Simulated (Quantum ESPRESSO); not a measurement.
Write the native input for Quantum ESPRESSO 7.5 that does the following.

```yaml
Task: single point
Functional: LDA
Potentials_or_basis: PseudoDojo 0.4.1 SR LDA standard
Cutoff: 1088 eV
Density_cutoff: 4354 eV
k_mesh: 8 × 8 × 8
Occupations: gaussian, width 0.01 eV
Spin: no spin polarisation
Form_of_the_LDA_correlation: PW92
Mixing_beta: 0.5
Most_SCF_iterations: 120
SCF_threshold: 4e-10 Ry
```

Crystal: GaP.

```
Ga P
1.0
     0.00000    2.80100    2.63694
     2.80100    0.00000    2.63694
     2.80100    2.80100    0.00000
Ga P
1 1
Direct
  0.00000 0.00000 0.00000
  0.25000 0.25000 0.25000
```

Measurements of this composition are mostly on another form, of space group No. 216.

One way to write it, as run:

pw.in

```
&CONTROL
  calculation = 'scf'
  prefix = 'pwscf'
  outdir = './tmp'
  pseudo_dir = './pseudo'
  tprnfor = .true.
  tstress = .true.
  disk_io = 'nowf'
/
&SYSTEM
  ibrav = 0
  nat = 2
  ntyp = 2
  ecutwfc = 80
  nbnd = 15
  occupations = 'smearing'
  smearing = 'gaussian'
  degauss = 0.00073499
/
&ELECTRONS
  conv_thr = 4d-10
  electron_maxstep = 120
  mixing_beta = 0.5
/
ATOMIC_SPECIES
Ga    69.7230 Ga.upf
P     30.9738 P.upf
CELL_PARAMETERS angstrom
   0.0000000000    2.8010000000    2.6369400000
   2.8010000000    0.0000000000    2.6369400000
   2.8010000000    2.8010000000    0.0000000000
ATOMIC_POSITIONS crystal
Ga     0.0000000000    0.0000000000    0.0000000000
P      0.2500000000    0.2500000000    0.2500000000
K_POINTS automatic
8 8 8 0 0 0
```

Potentials or basis: PseudoDojo 0.4.1 SR LDA standard.

The run is started by

```bash
$ OMP_NUM_THREADS=1 pw.x -in pw.in > pw.out
```

It gave:

```json
{
 "Pressure": "-4.6 GPa",
 "Band gap on the k mesh": "0.97 eV, indirect (least direct gap 1.20 eV)"
}
```

Wall time 43 s on 1 thread of AMD EPYC 7R43 64-Core Processor (Zen 3) (shared host), peak memory 0.09 GiB.
